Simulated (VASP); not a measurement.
Wanted: an ASE script for a VASP 6.6.1 run.

```yaml
Task: single point
Functional: RPBE
Potentials_or_basis: VASP PAW PBE potentials, release 54 (Mo_sv, S)
Cutoff: 520 eV
k_mesh: 10 × 10 × 10
Occupations: gaussian, width 0.05 eV
Spin: no spin polarisation
Further_INCAR_settings: ALGO = Normal; EDIFF = 1.00e-06; NBANDS = 20
```

The structure of MoS2 lies in POSCAR:

```
MoS2
1.0
    1.5800000000      0.9122134253      6.1500000000
   -1.5800000000      0.9122134253      6.1500000000
    0.0000000000     -1.8244268506      6.1500000000
Mo S
1 2
Direct
    0.0000000000      0.0000000000      0.0000000000
    0.4170000000      0.4170000000      0.4170000000
    0.2500000000      0.2500000000      0.2500000000
```

Measurements of this composition are mostly on another form, of space group No. 194.

One way to write it, as run:

run.py

```python
from ase.calculators.vasp import Vasp
from ase.dft.bandgap import bandgap
from ase.io import read

atoms = read('POSCAR')
calc = Vasp(
    directory='calc',
    xc='rpbe',
    pp='PBE',
    setups='recommended',
    pp_version='54',
    prec='Accurate',
    encut=520,
    ediff=1e-06,
    ismear=0,
    sigma=0.05,
    lreal=False,
    lasph=True,
    nelm=80,
    algo='Normal',
    isif=2,
    lwave=False,
    lcharg=False,
    kpts=[10, 10, 10],
    gamma=True,
    nbands=20,
)
atoms.calc = calc

print('energy (eV):', atoms.get_potential_energy())
print('free energy (eV):', atoms.get_potential_energy(force_consistent=True))
print('forces (eV/A):')
print(atoms.get_forces())
print('stress (eV/A^3, Voigt):', atoms.get_stress())
print('Fermi level (eV):', calc.get_fermi_level())
gap, top, bottom = bandgap(calc)
print('band gap (eV):', gap, 'from (spin, k, band)', top, 'to', bottom)
```

Potentials or basis: VASP PAW PBE potentials, release 54 (Mo_sv, S).

Run with:

```bash
$ python run.py
```

Results of the run:

```
Pressure               : 7.8 GPa
Largest force          : 0.567 eV/Å
Band gap on the k mesh : 1.02 eV, indirect (least direct gap 1.96 eV)
```

Caveat: the PAW data sets were made with another functional, which shifts forces and pressure a little.

Wall time 3.7 min on 1 thread of AMD EPYC 9R45 96-Core Processor (Zen 5), on a shared host, peak memory 0.35 GiB.
